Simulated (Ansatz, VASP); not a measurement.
# MgS in VASP and in Ansatz

```xyz
2
Lattice="0.0000 2.6015 2.6015 2.6015 0.0000 2.6015 2.6015 2.6015 0.0000" Properties=species:S:1:pos:R:3 pbc="T T T"
Mg    0.0000    0.0000    0.0000
S     2.6015    2.6015    2.6015
```

Alike in both runs: task single point; functional PBEsol; k mesh 6 × 6 × 6; no spin polarisation.

|  | VASP | Ansatz |
| --- | --- | --- |
| version | VASP 6.6.1 | Ansatz 0.2.0 |
| potentials or method | VASP PAW PBE potentials, release 64 (Mg, S) | plane waves, PAW |
| plane-wave cutoff (eV) | 520 | 420 |
| occupations | gaussian, width 0.01 eV | fixed |
| valence electrons in the cell | 8 | 16 |

|  | VASP | Ansatz | Ansatz less VASP |
| --- | --- | --- | --- |
| gap on the k mesh at the Fermi level (eV) | 2.70 | 2.70 | -0.002 |

The two sets of potentials don't hold the same shells in valence.

 A hybrid or GW would open this gap; PBEsol tends to underestimate it. A k mesh can miss the band edges.
